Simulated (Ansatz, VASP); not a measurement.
# Ta in VASP and in Ansatz

```
CELL_PARAMETERS angstrom
5.26102 0.00000 0.00000
0.00000 5.26102 0.00000
0.00000 0.00000 5.26102
ATOMIC_POSITIONS crystal
Ta 0.00000 0.00000 0.00000
Ta 0.50000 0.50000 0.50000
Ta 0.25000 0.00000 0.50000
Ta 0.75000 0.00000 0.50000
Ta 0.50000 0.75000 0.00000
Ta 0.50000 0.25000 0.00000
Ta 0.00000 0.50000 0.75000
Ta 0.00000 0.50000 0.25000
```

Alike in both runs: functional PBE; dispersion D3(BJ); k mesh 8 × 8 × 8; occupations gaussian, width 0.1 eV; no spin polarisation.

Ansatz relaxed the structure, and its values are those at the end. VASP's run is a single point on that final structure, the one shown.

|  | VASP | Ansatz |
| --- | --- | --- |
| version | VASP 6.6.1 | Ansatz 0.2.0 |
| potentials or method | VASP PAW PBE potentials, release 64 (Ta_pv) | scalar-relativistic, plane waves, PAW |
| plane-wave cutoff (eV) | 520 | 420 |
| valence electrons in the cell | 88 | 104 |

Ansatz gave:

| Quantity | Value |
| --- | --- |
| gap on the k mesh at the Fermi level (eV) | none |
| pressure (GPa) | 0.0 |

Task: What did VASP give for the same quantities?

Result: gap on the k mesh at the Fermi level (eV): none; pressure (GPa): 0.1.

A gap of «none» marks a metal or a gap that the smearing closes. The two sets of potentials don't hold the same shells in valence.

Caveats: pairwise dispersion overbinds metals, which lowers pressure and volume. The runs have no spin-orbit coupling, so splittings on Ta are missing.
